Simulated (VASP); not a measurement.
# Settings for W: density of states at the Fermi level

W, Im-3m (no. 229), 1 atom in the cell. LDA, density of states on a second, denser mesh; PAW potentials W_sv (LDA set). VASP 6.6.1.

Wanted: states at the Fermi level within 5 %; Fermi level on the dense mesh within 0.02 eV.

POSCAR:
```
W
1.0
   -1.5823450000      1.5823450000      1.5823450000
    1.5823450000     -1.5823450000      1.5823450000
    1.5823450000      1.5823450000     -1.5823450000
W
1
Direct
    0.0000000000      0.0000000000      0.0000000000
```

The series start from KSPACING_OPT: 0.16; k mesh: 9 × 9 × 9; Cutoff ENCUT (eV): 400; NEDOS: 3001. Each series keeps the choices made before it, and each single choice may use up half of a tolerance.

## KSPACING_OPT

| KSPACING_OPT | States at the Fermi level (states/eV/atom) | Fermi level on the dense mesh (eV) | Time (s) |
|---|---|---|---|
| 0.4 | 0.3745 | 11.393 | 7.2 |
| 0.25 | 0.3908 | 11.335 | 11 |
| 0.16 | 0.4102 | 11.350 | 17 |
| 0.1 | 0.4307 | 11.350 | 44 |
| 0.065 (reference) | 0.4476 | 11.348 | 285 |

## k mesh

| k mesh | States at the Fermi level (states/eV/atom) | Fermi level on the dense mesh (eV) | Time (s) |
|---|---|---|---|
| 6 × 6 × 6 | 0.4472 | 11.346 | 248 |
| 9 × 9 × 9 (reference) | 0.4476 | 11.348 | 285 |

## Cutoff ENCUT (eV)

| Cutoff ENCUT (eV) | States at the Fermi level (states/eV/atom) | Fermi level on the dense mesh (eV) | Time (s) |
|---|---|---|---|
| 300 | 0.4474 | 11.348 | 166 |
| 400 | 0.4472 | 11.346 | 248 |
| 500 | 0.4472 | 11.345 | 205 |
| 700 (reference) | 0.4473 | 11.345 | 200 |

## NEDOS

| NEDOS | States at the Fermi level (states/eV/atom) | Fermi level on the dense mesh (eV) | Time (s) |
|---|---|---|---|
| 301 | 0.4684 | 11.333 | 158 |
| 1001 | 0.4548 | 11.348 | 153 |
| 3001 (reference) | 0.4474 | 11.348 | 166 |

## Question

The rows run from the loosest to the tightest. For each series: choose the loosest value from which every tighter one stays within half of the tolerance.

## Answer

- KSPACING_OPT: 0.065, the tightest run, since the next looser one is off by more than half of the tolerance (convergence isn't shown beyond it)
- k mesh: 6 × 6 × 6
- Cutoff ENCUT (eV): 300
- NEDOS: 1001

## All choices together

| Input | States at the Fermi level (states/eV/atom) | Fermi level on the dense mesh (eV) | Time (s) |
|---|---|---|---|
| program defaults, k points 0.5 per Å apart (naive) | 0.241 | 11.457 | 1.4 |
| chosen settings | 0.4548 | 11.348 | 153 |
| reference settings throughout | 0.4476 | 11.348 | 236 |

The chosen settings stay within the tolerance of the reference run, but the reference itself isn't shown to be converged in: KSPACING_OPT.

## The input

INCAR:
```
  PREC = Accurate
  ENCUT = 300
  EDIFF = 1E-6
  ISMEAR = -5
  SIGMA = 0.05
  LASPH = True
  LREAL = False
  ALGO = Normal
  NELM = 120
  LWAVE = False
  LCHARG = False
  NBANDS = 15
  KPAR = 2
  GGA = CA
  LMAXMIX = 4
  NEDOS = 1001
  KSPACING_OPT = 0.065
```

KPOINTS:
```
Automatic mesh
0
Gamma
  6 6 6
  0 0 0
```

Commands:
```
cat potpaw_LDA.64/W_sv/POTCAR > POTCAR
mpirun -np 2 vasp_std > vasp.out
```

The chosen input took VASP 6.6.1 153 s on 2 cores (Intel Xeon Platinum 8259CL @ 2.50GHz (Skylake/Cascade Lake)), a shared host.

## An input that fails: no diagonalisation on the second mesh

It runs to its end, but against the unchanged starting input it is off by 114 % in the states at the Fermi level, 25.073 eV in the Fermi level on the dense mesh.

Changes against the starting input:
```
+ KPOINTS_OPT_MODE = 0
```
